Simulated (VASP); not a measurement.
Write the native input for VASP 6.6.1 that does the following.

```yaml
Task: vibrations by finite differences
Functional: PBE
Potentials_or_basis: VASP PAW PBE potentials, release 64 (Ti_sv)
Cutoff: 520 eV
k_mesh: 18 × 18 × 10
Occupations: gaussian, width 0.3 eV
Spin: no spin polarisation
Ions_in_elastic_constants: relaxed
Further_INCAR_settings: ALGO = Normal; EDIFF = 1e-08; NBANDS = 19; IBRION = 6; POTIM = 0.015; NSW = 1; ISIF = 3
```

The structure of Ti lies in POSCAR:

```
Ti                                      
1.0
    2.9372220530      0.0000000000      0.0000000000
   -1.4686110265      2.5437089133      0.0000000000
    0.0000000000      0.0000000000      4.6528505400
  Ti            
     2
Direct
     0.3333333300000021    0.6666666699999979    0.2500000000000000
     0.6666666699999979    0.3333333300000021    0.7500000000000000
```

The input as run:

INCAR

```
PREC = Accurate ; ENCUT = 520
EDIFF = 1E-8 ; ISMEAR = 0
SIGMA = 0.3 ; LREAL = F
LASPH = T ; NELM = 60
ALGO = Normal ; ISIF = 3
LWAVE = F ; LCHARG = F
GGA = PE ; NBANDS = 19
IBRION = 6 ; NFREE = 2
POTIM = 0.015 ; NSW = 1
```

KPOINTS

```
regular mesh
0
Gamma
  18 18 10
```

Potentials or basis: VASP PAW PBE potentials, release 64 (Ti_sv).

Run with:

```sh
$ cat potpaw_PBE.64/Ti_sv/POTCAR > POTCAR
$ mpirun -np 1 vasp_std > vasp.out
```

Results of the run:

* Voigt bulk modulus: 111 GPa
* Highest phonon frequency at Γ: 195 cm⁻¹

Run time: 57 min on 1 thread of Intel(R) Xeon(R) Platinum 8259CL CPU @ 2.50GHz (Skylake/Cascade Lake), on a shared host, peak memory 0.99 GiB.
